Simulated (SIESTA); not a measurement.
Crystal: SnSe.

```xyz
8
Lattice="11.4200 0.0000 0.0000 0.0000 4.1900 0.0000 0.0000 0.0000 4.4600" Properties=species:S:1:pos:R:3 pbc="T T T"
Sn   10.0153    3.1425    4.0541
Sn    7.1147    1.0475    1.8241
Sn    4.3053    3.1425    2.6359
Sn    1.4047    1.0475    0.4059
Se    7.3431    3.1425    4.3886
Se    9.7869    1.0475    2.1586
Se    1.6331    3.1425    2.3014
Se    4.0769    1.0475    0.0714
```

Program: SIESTA 5.4.2. Alike in all runs: task band structure; no spin polarisation; cell as given; k mesh 3 × 6 × 6; smearing fermi-dirac 0.05 eV; grid cutoff 500 Ry; energy shift 0.003 Ry.

Task: Order these runs on this cell by their pressure, lowest first.
A. level LDA; potentials or basis PseudoDojo 0.4 standard (LDA files), DZP (energy shift 0.003 Ry; two zetas on semicore shells)
B. level PBE; potentials or basis PseudoDojo 0.4 standard (PBE files), SZ (energy shift 0.003 Ry)
C. level PBE; potentials or basis PseudoDojo 0.4 standard (PBE files), DZP (energy shift 0.003 Ry; two zetas on semicore shells)

Result: A (-0.5 GPa), C (4.0 GPa), B (9.3 GPa).

Caveats: the basis of atomic orbitals isn't converged, which shifts pressures, moduli and gaps; the basis has no polarisation orbitals (some runs).
